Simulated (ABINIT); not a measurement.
# Si (P6/mmm) in ABINIT: further runs

The runs below take Si through single point, with PBE.

Everything below comes from runs of ABINIT 10.8.3 (patched build). Logs are shortened: lines on timing, memory, paths and dates and some standing lists are left out, and cuts for length are marked. The log counts tension as positive stress, the text compression.

### 1 The structure

It takes space group P6/mmm (No. 191, hexagonal). The conventional cell has a = 2.621 Å, b = 2.621 Å, c = 2.466 Å, α = 90.00°, β = 90.00°, γ = 120.00°. Around Si (site symmetry 6/mmm) lie 8 Si at 2.47 to 2.62 Å.

This isn't the form of Si at room conditions, which is diamond.

### 2 Single point, PBE

Input file run.abi:

```
pp_dirpath "./"
pseudos "Si.upf"

acell 4.952108218 4.9521082181 4.6607343234
rprim
     1.0000000000     0.0000000000     0.0000000000
    -0.5000000000     0.8660254038     0.0000000000
     0.0000000000     0.0000000000     1.0000000000
ntypat 1
znucl 14
natom 1
typat 1
xcart
     0.0000000000     0.0000000000     0.0000000000 Angstrom

ecut 18.0

kptopt 1
ngkpt 12 12 11
nshiftk 1
shiftk 0.0 0.0 0.0

ixc 11

nband 6
occopt 3
tsmear 0.00183747

nstep 100
tolvrs 1.0e-10

iomode 3
prtwf 0
prtden 0
prteig 0
prtebands 0
enunit 1
```

Potentials or basis: PseudoDojo NC SR PBE v0.5 stringent.

Started as:

```bash
$ abinit run.abi > log 2>&1
```

run.abo:

```text
.Version 10.8.3 of ABINIT
 Symmetries : space group P6/m m m (#191); Bravais hP (primitive hexag.)
================================================================================
 Values of the parameters that define the memory need of the present run
     intxc =       0    ionmov =       0      iscf =       7    lmnmax =       6
     lnmax =       6     mgfft =      20  mpssoang =       3    mqgrid =    3001
     natom =       1  nloc_mem =       1    nspden =       1   nspinor =       1
    nsppol =       1      nsym =      24    n1xccc =    2501    ntypat =       1
    occopt =       3   xclevel =       2
       mpw =         375          nfft =        7200          nkpt =         114
================================================================================
================================================================================

--------------------------------------------------------------------------------
------------- Echo of variables that govern the present computation ------------
--------------------------------------------------------------------------------
 -outvars: echo values of preprocessed input variables --------
            acell      4.9521082180E+00  4.9521082181E+00  4.6607343234E+00 Bohr
              amu      2.80855000E+01
             ecut      1.80000000E+01 Hartree
           enunit           1
                       outvar_i_n : Printing only first  50 k-points.
              ixc          11
                       outvar_i_n : Printing only first  50 k-points.
         kptrlatt       12    0    0      0   12    0      0    0   11
          kptrlen      5.12680776E+01
            natom           1
            nband           6
            ngfft          20      20      18
             nkpt         114
            nstep         100
             nsym          24
           ntypat           1
                       prtocc : prtvol=0, do not print more k-points.
           occopt           3
           prtden           0
        prtebands           0
           prteig           0
            prtwf           0
            rprim      1.0000000000E+00  0.0000000000E+00  0.0000000000E+00
                      -5.0000000000E-01  8.6602540380E-01  0.0000000000E+00
                       0.0000000000E+00  0.0000000000E+00  1.0000000000E+00
          spgroup         191
           tolvrs      1.00000000E-10
           tsmear      1.83747000E-03 Hartree
            typat      1
                       outvars : Printing only first  50 k-points.
            znucl       14.00000

================================================================================

 chkinp: Checking input parameters for consistency.

================================================================================
== DATASET  1 ==================================================================

--- !DatasetInfo
iteration_state: {dtset: 1, }
[... 59 lines left out ...]
lattice_angles: [ 90.000,  90.000, 120.000, ] # degrees, (23, 13, 12)
lattice_volume:   9.8984053E+01
convergence: {deltae: -3.588E-13, res2:  5.715E-12, residm:  1.580E-04, diffor: null, }
etotal    :  -4.22020933E+00
entropy   :   0.00000000E+00
fermie    :   2.81161023E-01
cartesian_stress_tensor: # hartree/bohr^3
- [ -5.23649262E-05,   4.38606527E-14,   0.00000000E+00, ]
- [  4.38606527E-14,  -5.23649265E-05,   0.00000000E+00, ]
- [  0.00000000E+00,   0.00000000E+00,  -2.04622033E-04, ]
pressure_GPa:   3.0338E+00
xred      :
- [  0.0000E+00,   0.0000E+00,   0.0000E+00, Si]
cartesian_forces: # hartree/bohr
- [ -0.00000000E+00,  -0.00000000E+00,  -0.00000000E+00, ]
force_length_stats: {min:   0.00000000E+00, max:   0.00000000E+00, mean:   0.00000000E+00, }
...

 Integrated electronic density in atomic spheres:
 ------------------------------------------------
 Atom  Sphere_radius  Integrated_density
    1        2.00000          1.70552267
================================================================================

 ----iterations are completed or convergence reached----

 Mean square residual over all n,k,spin=   59.113E-08; max=  15.798E-05
 reduced coordinates (array xred) for    1 atoms
       0.000000000000      0.000000000000      0.000000000000
 rms dE/dt=  0.0000E+00; max dE/dt=  0.0000E+00; dE/dt below (all hartree)
    1       0.000000000000      0.000000000000      0.000000000000

 cartesian coordinates (angstrom) at end:
    1      0.00000000000000     0.00000000000000     0.00000000000000

 cartesian forces (hartree/bohr) at end:
    1     -0.00000000000000    -0.00000000000000    -0.00000000000000
 frms,max,avg= 0.0000000E+00 0.0000000E+00   0.000E+00  0.000E+00  0.000E+00 h/b

 cartesian forces (eV/Angstrom) at end:
    1     -0.00000000000000    -0.00000000000000    -0.00000000000000
 frms,max,avg= 0.0000000E+00 0.0000000E+00   0.000E+00  0.000E+00  0.000E+00 e/A
 length scales=  4.952108218000  4.952108218100  4.660734323400 bohr
              =  2.620542813113  2.620542813166  2.466354388343 angstroms
 Fermi (or HOMO) energy (eV) =   7.65078   Average Vxc (eV)= -10.90783
 Eigenvalues (   eV  ) for nkpt= 114  k points:
 kpt#   1, nband=  6, wtk=  0.00063, kpt=  0.0000  0.0000  0.0000 (reduced coord)
  -6.45871   15.19595   15.69199   18.05066   18.05066   19.94978
 prteigrs : prtvol=0 or 1, do not print more k-points.

--- !EnergyTerms
iteration_state     : {dtset: 1, }
comment             : Components of total free energy in Hartree
kinetic             :  1.57794762284052E+00
hartree             :  3.82410386646160E-02
xc                  : -1.57101245652071E+00
Ewald energy        : -4.94707496601513E+00
psp_core            :  3.77564479273559E-01
local_psp           : -2.58987113469343E-01
non_local_psp       :  5.63226909606759E-01
internal            : -4.22009448561972E+00
'-kT*entropy'       : -1.14847502685819E-04
total_energy        : -4.22020933312240E+00
total_energy_eV     : -1.14837746202488E+02
band_energy         :  3.05152426387800E-01
...

 Cartesian components of stress tensor (hartree/bohr^3)
  sigma(1 1)= -5.23649262E-05  sigma(3 2)=  0.00000000E+00
  sigma(2 2)= -5.23649265E-05  sigma(3 1)=  0.00000000E+00
  sigma(3 3)= -2.04622033E-04  sigma(2 1)=  4.38606527E-14

-Cartesian components of stress tensor (GPa)         [Pressure=  3.0338E+00 GPa]
- sigma(1 1)= -1.54062932E+00  sigma(3 2)=  0.00000000E+00
- sigma(2 2)= -1.54062933E+00  sigma(3 1)=  0.00000000E+00
- sigma(3 3)= -6.02018804E+00  sigma(2 1)=  1.29042495E-09

== END DATASET(S) ==============================================================
================================================================================

 -outvars: echo values of variables after computation  --------
            acell      4.9521082180E+00  4.9521082181E+00  4.6607343234E+00 Bohr
           etotal     -4.2202093331E+00
            fcart     -0.0000000000E+00 -0.0000000000E+00 -0.0000000000E+00
            rprim      1.0000000000E+00  0.0000000000E+00  0.0000000000E+00
                      -5.0000000000E-01  8.6602540380E-01  0.0000000000E+00
                       0.0000000000E+00  0.0000000000E+00  1.0000000000E+00
           strten     -5.2364926245E-05 -5.2364926532E-05 -2.0462203252E-04
                       0.0000000000E+00  0.0000000000E+00  4.3860652720E-14
 Calculation completed.
```

It took 4.2 s on 1 thread of Arm Neoverse V1, shared host; peak memory 0.06 GiB.

Results:

- Free energy: -114.8377 eV
- Pressure: 3.0 GPa
- Band gap on the k mesh: none (metal or under the smearing width)
- Valence electrons inside the program's atomic spheres: Si 1.71 (radii [1.0584] Å)

Stress tensor (GPa, compression positive):
```
1.54 0.00 0.00
0.00 1.54 0.00
0.00 0.00 6.02
```

Levels at points of the mesh, in eV from the Fermi level:
```
           k point  band 1  band 2  band 3  band 4  band 5  band 6
(0.00, 0.00, 0.00)  -14.11    7.55    8.04   10.40   10.40   12.30
(0.50, 0.00, 0.00)   -7.60   -6.79    5.19    6.55   12.92   15.17
```

### 3 Single point, PBE

Edit run.abi of step 2 so:

```diff
@@ -1,3 +1,3 @@
 pp_dirpath "./"
-pseudos "Si.upf"
+pseudos "Si_ONCV_PBE-1.2.upf"
```

Potentials or basis: SG15 NC PBE v1.2.

Started as:

```bash
$ abinit run.abi > log 2>&1
```

Run time: 3.5 s. Hardware: 1 thread of Arm Neoverse V1, shared host; peak memory 0.06 GiB.

The run converged. Its results:

| Quantity | Value |
| --- | --- |
| Free energy | -106.9621 eV |
| Pressure | 3.5 GPa |
| Band gap on the k mesh | none (metal or under the smearing width) |
| Valence electrons inside the program's atomic spheres | Si 1.71 (radii [1.0584] Å) |

Stress tensor (GPa, compression positive):
```
2.00 0.00 0.00
0.00 2.00 0.00
0.00 0.00 6.48
```

Levels at points of the mesh, in eV from the Fermi level:
```
           k point  band 1  band 2  band 3  band 4  band 5
(0.00, 0.00, 0.00)  -14.11    7.49    8.02   10.40   10.40
(0.50, 0.00, 0.00)   -7.61   -6.78    5.19    6.51   12.90
```

### 4 Single point, PBE

Edit run.abi of step 3 so:

```diff
@@ -1,3 +1,3 @@
 pp_dirpath "./"
-pseudos "Si_ONCV_PBE-1.2.upf"
+pseudos "Si.upf"
```

Potentials or basis: Ansatz NC PBE.

Started as:

```bash
$ abinit run.abi > log 2>&1
```

It took 4.2 s on 1 thread of Arm Neoverse V1, shared host; peak memory 0.06 GiB.

The run converged. Its results:

```
Free energy                                           : -114.8208 eV
Pressure                                              : 3.0 GPa
Band gap on the k mesh                                : none (metal or under the smearing width)
Valence electrons inside the program's atomic spheres : Si 1.70 (radii [1.0584] Å)
```

Stress tensor (GPa, compression positive):
```
1.54 0.00 0.00
0.00 1.54 0.00
0.00 0.00 6.03
```

Levels at points of the mesh, in eV from the Fermi level:
```tsv
k point	band 1	band 2	band 3	band 4	band 5	band 6
(0.00, 0.00, 0.00)	-14.11	7.54	8.04	10.40	10.40	12.30
(0.50, 0.00, 0.00)	-7.60	-6.79	5.19	6.55	12.92	15.17
```

### 5 Single point, PBE

Edit run.abi of step 4 so:

```diff
@@ -1,3 +1,3 @@
 pp_dirpath "./"
-pseudos "Si.upf"
+pseudos "14_Si_4_1.9_1.9_pbe_n_v1.0.psp8"
 
@@ -15,3 +15,3 @@
 
-ecut 18.0
+ecut 14.0
```

Potentials or basis: SPMS NC PBE v1.0.

Started as:

```bash
$ abinit run.abi > log 2>&1
```

Wall time 2.9 s (1 thread of Arm Neoverse V1, shared host); peak memory 0.06 GiB.

The run converged. Its results:

```yaml
Free_energy: -114.4828 eV
Pressure: 3.0 GPa
Band_gap_on_the_k_mesh: none (metal or under the smearing width)
Valence_electrons_inside_the_program's_atomic_spheres: Si 1.69 (radii [1.0584] Å)
```

Stress tensor (GPa, compression positive):
```
1.50 0.00 0.00
0.00 1.50 0.00
0.00 0.00 5.98
```

Levels at points of the mesh, in eV from the Fermi level:
```tsv
k point	band 1	band 2	band 3	band 4	band 5	band 6
(0.00, 0.00, 0.00)	-14.11	7.57	8.04	10.40	10.40	12.33
(0.50, 0.00, 0.00)	-7.60	-6.79	5.19	6.58	12.92	15.21
```

### 6 Summary

```tsv
potentials or basis	cutoff (eV)	gap on the mesh (eV)	pressure (GPa)
PseudoDojo NC SR PBE v0.5 stringent	490	none	3.0
SG15 NC PBE v1.2	490	none	3.5
Ansatz NC PBE	490	none	3.0
SPMS NC PBE v1.0	381	none	3.0
```

Alike in all rows: task single point; level PBE; no spin polarisation; cell as given; k mesh 12 × 12 × 11; smearing fermi-dirac 0.05 eV.

Total energies depend on the potentials used, so only differences within one code and one set of settings carry meaning.
